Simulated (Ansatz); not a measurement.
Mg2Si (Fm-3m) from a database structure was relaxed with 4 functionals in the plane-wave code Ansatz, cell and atoms free, the symmetry of the start kept (meshes: PBE 6×6×6, r2SCAN 6×6×6, PBEsol 6×6×6, LDA 6×6×6). No spin polarisation and no zero-point or thermal motion.

The LDA result:
```
Mg Si
1.0
     0.00000    3.12978    3.12978
     3.12978    0.00000    3.12978
     3.12978    3.12978    0.00000
Mg Si
2 1
Cartesian
  1.5649 1.5649 1.5649
  4.6947 4.6947 4.6947
  0.0000 0.0000 0.0000
```

Space group Fm-3m (No. 225), cubic; conventional cell a = 6.260 Å, 20.44 Å³ an atom. Mg is surrounded by 4 Si at 2.71 Å; Si is surrounded by 8 Mg at 2.71 Å.

**Question.** Order the functionals by the relaxed volume, smallest first.
A. r2SCAN
B. PBEsol
C. LDA
D. PBE

**Answer.** C (20.44 Å³/atom), B (21.09 Å³/atom), A (21.22 Å³/atom), D (21.48 Å³/atom).

**Question.** How does the cell change with PBEsol?

**Answer.** a = 6.325 Å; the volume differs by +3.2 % from LDA's. Around Mg lie 4 Si at 2.74 Å; around Si lie 8 Mg at 2.74 Å.

**Question.** How does the cell change with r2SCAN?

**Answer.** a = 6.338 Å; the volume differs by +3.8 % from LDA's. Mg has 4 Si at 2.74 Å; Si has 8 Mg at 2.74 Å.

**Question.** Held at the r2SCAN cell, what mean stress do LDA and PBE find, and does its sign point to their own minimum?

**Answer.** Yes. LDA -2.03 GPa, and its relaxed volume is -3.7 % from r2SCAN's; PBE +0.70 GPa, and its relaxed volume is +1.2 % from r2SCAN's. Compression counts positive, so a positive stress asks for a larger cell.
